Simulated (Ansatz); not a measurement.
**MgS (Fm-3m): G0W0 and the treatment of frequencies and band sums**

```
Mg S
1.0
     0.00000    2.58000    2.58000
     2.58000    0.00000    2.58000
     2.58000    2.58000    0.00000
Mg S
1 1
Direct
  0.00000 0.00000 0.00000
  0.50000 0.50000 0.50000
```

Held fixed (Ansatz):

```json
{
  "orbitals": "PBE",
  "datasets": "soft PAW set, first generation",
  "k mesh": "4×4×4",
  "response cutoff": "200 eV",
  "wave cutoff": "420 eV"
}
```

The gap is read from Γ to k = (0, -0.5, -0.5), linearised, between the Kohn-Sham band edges among the points solved. The direct gap is read between the top filled and lowest empty Kohn-Sham band at Γ. ε∞ is the electronic dielectric constant on this mesh. Runs with cut sums weigh the q → 0 term analytically. The completed-sum build treats it its own way, which on a coarse mesh shifts the gap as well.

| treatment | KS gap (eV) | G0W0 gap (eV) | direct at Γ (eV) | ε∞ |
| --- | --- | --- | --- | --- |
| contour deformation, sums cut at 221 empty bands | 2.82 | 4.31 | 5.37 | 6.1 |
| plasmon pole fitted at 17.92i eV, sums cut at 221 empty bands | 2.82 | 4.25 | 5.32 | 6.1 |
| contour deformation, 90 empty bands and completed sums (trial build, its own q → 0 term) | 2.82 | ? | ? | ? |

Problem. Fill in the row for contour deformation, 90 empty bands and completed sums (trial build, its own q → 0 term).

Solution. G0W0 gap 4.42 eV, direct at Γ 5.40 eV, ε∞ 6.1.

Soft PAW datasets can miss an all-electron G0W0 gap by more than 5 %. The cell is a model at fixed atoms and needn't be the relaxed known crystal. Points k are given in fractions of the reciprocal vectors. The mesh is coarse, so these are values at the stated settings, not converged ones. Band sums or response are cut, so the gap isn't at its basis limit. The gap is read on the mesh, and the crystal's band edges can lie off it. Meshes this coarse can overestimate the dielectric constant by a tenth and more.
